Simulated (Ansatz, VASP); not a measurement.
**One calculation of B, two programs**

The input INCAR:

```
  PREC = Accurate
  ENCUT = 520
  EDIFF = 1E-6
  ISMEAR = -1
  SIGMA = 0.05
  LREAL = False
  LASPH = True
  NELM = 100
  ALGO = Normal
  ISIF = 2
  LWAVE = False
  LCHARG = False
  METAGGA = R2SCAN
  LMIXTAU = True
```

KPOINTS

```
regular mesh
0
Gamma
  14 14 14
```

POSCAR

```
B
1.0
    1.8852400000      0.0000000000      0.0000000000
    0.0000000000      1.8852400000      0.0000000000
    0.0000000000      0.0000000000      1.8852400000
B
1
Direct
    0.5000000000      0.5000000000      0.5000000000
```

KPOINTS_OPT

```
path GXMGRX,MR
20
line-mode
reciprocal
 0.0000000000  0.0000000000  0.0000000000  G
 0.0000000000  0.5000000000  0.0000000000  X

 0.0000000000  0.5000000000  0.0000000000  X
 0.5000000000  0.5000000000  0.0000000000  M

 0.5000000000  0.5000000000  0.0000000000  M
 0.0000000000  0.0000000000  0.0000000000  G

 0.0000000000  0.0000000000  0.0000000000  G
 0.5000000000  0.5000000000  0.5000000000  R

 0.5000000000  0.5000000000  0.5000000000  R
 0.0000000000  0.5000000000  0.0000000000  X

 0.5000000000  0.5000000000  0.0000000000  M
 0.5000000000  0.5000000000  0.5000000000  R
```

The input input.yaml:

```yaml
crystal:
  lattice:
    - [1.88524, 0.0, 0.0]
    - [0.0, 1.88524, 0.0]
    - [0.0, 0.0, 1.88524]
  atoms:
    - { symbol: B, position: [0.5, 0.5, 0.5] }
hamiltonian:
  xc: r2scan
  pseudopotentials: { kind: paw }
kpoints:
  mp_grid: { grid: [14, 14, 14] }
  band_path:
    path:
      - [[0.0, 0.0, 0.0], [0.0, 0.5, 0.0], [0.5, 0.5, 0.0], [0.0, 0.0, 0.0], [0.5, 0.5, 0.5], [0.0, 0.5, 0.0]]
      - [[0.5, 0.5, 0.0], [0.5, 0.5, 0.5]]
    npoints: 14
scf:
  occupations: { method: fermi_dirac, width: 0.05 }
  n_extra_bands: 6
output:
  forces: true
  stress: true
  eigenvalues: true
  fatbands: false
  write_density: true
  write_potential: true
  elf: true
  volumetric_format: npy
```

The cell was built by a generator and needn't be a form met in nature.

Alike in both runs: task band structure; functional r2SCAN; k mesh 14 × 14 × 14; occupations fermi-dirac, width 0.05 eV; no spin polarisation.

```csv
,VASP,Ansatz
version,VASP 6.6.1,Ansatz 0.2.0
potentials or method,"VASP PAW PBE potentials, release 64 (B)",Ansatz PAW
plane-wave cutoff (eV),520,500
valence electrons in the cell,3,3
```

```tsv
	VASP	Ansatz	Ansatz less VASP
gap on the k mesh at the Fermi level (eV)	none	none	-
pressure (GPa)	0.5	0.5	-0.01
```

A gap of «none» marks a metal or a gap that the smearing closes.

Caveats: the PAW data sets were made with another functional, which shifts forces and pressure a little (VASP); the PAW data sets come from PBE, with cores solved anew for the run's functional, which leaves a small shift of forces and pressure (Ansatz).
